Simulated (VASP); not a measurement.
# Settings for CdF₂: self-consistent run

CdF₂, Imm2 (no. 44), 3 atoms in the cell. RevPBE; PAW potentials Cd, F (PBE set). VASP 6.6.1. The cell is changed on purpose: last atom moved by 0.04 Å along z, cell strained by +1.0% along z.

Wanted: energy within 2 meV/atom.

What the run is for: energy; Accuracy asked: standard.

POSCAR:
```
CdF2
1.0
    0.0000000000      2.6940000000      2.7209400000
    2.6940000000      0.0000000000      2.7209400000
    2.6940000000      2.6940000000      0.0000000000
Cd F
1 2
Direct
    0.0000000000      0.0000000000      0.0000000000
    0.7500000000      0.7500000000      0.7500000000
    0.2574239000      0.2574239000      0.2425761000
```

The series start from Plane-wave cutoff (eV): 520; k-point mesh: 7 × 7 × 7; Precision mode (PREC): Accurate; Electronic threshold (eV): 1e-6; Bands in all (NBANDS): 24; Aspherical gradient terms in the spheres (LASPH): yes; Electronic algorithm: ALGO=Normal; Support grid and gradient cutoff: ADDGRID=False GGA_COMPAT=False; Placing of the Fermi level (EFERMI): EFERMI=MIDGAP. Each series keeps the choices made before it, and each single choice may use up half of a tolerance.

## Plane-wave cutoff (eV)

| Plane-wave cutoff (eV) | Energy less reference (meV/atom) | SCF iterations | Time (s) |
|---|---|---|---|
| 320 | -65.3 | 14 | 34 |
| 400 | -8.9 | 14 | 50 |
| 460 | 1.8 | 14 | 54 |
| 520 | 4.5 | 14 | 52 |
| 600 | 3.0 | 14 | 70 |
| 700 | 0.8 | 14 | 106 |
| 840 (reference) | 0.0 | 14 | 104 |

Chosen: 700, the loosest value from which every tighter one stays within half of the tolerance.

## k-point mesh

| k-point mesh | Energy less reference (meV/atom) | SCF iterations | Time (s) |
|---|---|---|---|
| 3 × 3 × 3 | 2.4 | 14 | 16 |
| 4 × 4 × 4 | 0.3 | 14 | 30 |
| 5 × 5 × 5 | 0.1 | 14 | 42 |
| 6 × 6 × 6 | 0.0 | 14 | 71 |
| 7 × 7 × 7 | 0.0 | 14 | 106 |
| 9 × 9 × 9 | 0.0 | 14 | 161 |
| 11 × 11 × 11 | 0.0 | 14 | 263 |
| 14 × 14 × 14 (reference) | 0.0 | 14 | 628 |

Chosen: 4 × 4 × 4.

## Precision mode (PREC)

| Precision mode (PREC) | Energy less reference (meV/atom) | SCF iterations | Time (s) |
|---|---|---|---|
| Low | -1.4 | 14 | 14 |
| SingleN | -1.4 | 14 | 15 |
| Normal | 0.0 | 14 | 14 |
| Accurate (reference) | 0.0 | 14 | 30 |

Chosen: Normal.

## Electronic threshold (eV)

| Electronic threshold (eV) | Energy less reference (meV/atom) | SCF iterations | Time (s) |
|---|---|---|---|
| 0.001 | 0.1 | 10 | 11 |
| 0.0001 | 0.0 | 12 | 12 |
| 1e-5 | 0.0 | 13 | 13 |
| 1e-6 | 0.0 | 14 | 14 |
| 1e-7 | 0.0 | 15 | 15 |
| 1e-8 (reference) | 0.0 | 17 | 17 |

Chosen: 0.001.

## Bands in all (NBANDS)

| Bands in all (NBANDS) | Energy less reference (meV/atom) | SCF iterations | Time (s) |
|---|---|---|---|
| 14 | -0.1 | 11 | 7.4 |
| 15 | -0.1 | 11 | 7.8 |
| 17 | -0.1 | 11 | 8.4 |
| 19 | -0.1 | 11 | 9.1 |
| 24 | 0.0 | 10 | 11 |
| 35 (reference) | 0.0 | 10 | 14 |

Chosen: 14.

## Aspherical gradient terms in the spheres (LASPH)

| Aspherical gradient terms in the spheres (LASPH) | Energy less reference (meV/atom) | SCF iterations | Time (s) |
|---|---|---|---|
| yes | 0.0 | 11 | 7.4 |
| no | 0.0 | 11 | 6.5 |

Chosen: yes; no other choice that stays within half of the tolerance saves 30 % of the time.

## Electronic algorithm

| Electronic algorithm | Energy less reference (meV/atom) | SCF iterations | Time (s) |
|---|---|---|---|
| ALGO=Normal | 0.0 | 11 | 7.4 |
| ALGO=Fast | 0.0 | 11 | 7.5 |
| ALGO=VeryFast | 0.0 | 17 | 9.3 |
| ALGO=All ISEARCH=1 | 0.0 | 12 | 8.7 |
| ALGO=All ISEARCH=0 | 0.0 | 12 | 8.7 |
| ALGO=Damped TIME=0.4 | 0.1 | 16 | 9.6 |
| ALGO=Damped TIME=0.1 | 1.4 | 20 | 11 |

Chosen: ALGO=Normal.

## Support grid and gradient cutoff

| Support grid and gradient cutoff | Energy less reference (meV/atom) | SCF iterations | Time (s) |
|---|---|---|---|
| ADDGRID=False GGA_COMPAT=False | 0.0 | 11 | 7.4 |
| ADDGRID=True GGA_COMPAT=False | 0.0 | 11 | 9.4 |
| ADDGRID=False GGA_COMPAT=True | 0.0 | 11 | 7.5 |

Chosen: ADDGRID=False GGA_COMPAT=False.

## Placing of the Fermi level (EFERMI)

| Placing of the Fermi level (EFERMI) | Energy less reference (meV/atom) | SCF iterations | Time (s) |
|---|---|---|---|
| EFERMI=MIDGAP | 0.0 | 11 | 7.4 |
| EFERMI=LEGACY | 0.0 | 11 | 7.3 |

Chosen: EFERMI=MIDGAP.

## All choices together

| Input | Energy less reference (meV/atom) | Time (s) |
|---|---|---|
| the program's defaults (naive) | -8.8 | 7.4 |
| chosen settings | 1.1 | 7.4 |
| reference settings throughout | 0.0 | 1053 |

The tolerance is met.

## The input

INCAR:
```
  GGA = RE
  ISMEAR = 0
  SIGMA = 0.03
  LWAVE = False
  LCHARG = False
  ISIF = 2
  PREC = Normal
  LASPH = True
  LREAL = False
  ALGO = Normal
  EDIFF = 0.001
  NELM = 120
  GGA_COMPAT = False
  ENCUT = 700
  EFERMI = MIDGAP
  NBANDS = 14
  ADDGRID = False
```

KPOINTS:
```
Automatic mesh
0
Gamma
  4 4 4
  0 0 0
```

Commands:
```
cat potpaw_PBE.64/Cd/POTCAR potpaw_PBE.64/F/POTCAR > POTCAR
mpirun -np 1 vasp_std > vasp.out
```

The chosen input took VASP 6.6.1 7.4 s on 1 core (AMD EPYC 7R43 (Zen 3)), a shared host.

## An input that fails: too few electronic steps

The electronic loop stops at its limit of 7 steps.

Changes against the starting input:
```
- NELM = 120
+ NELM = 7
```
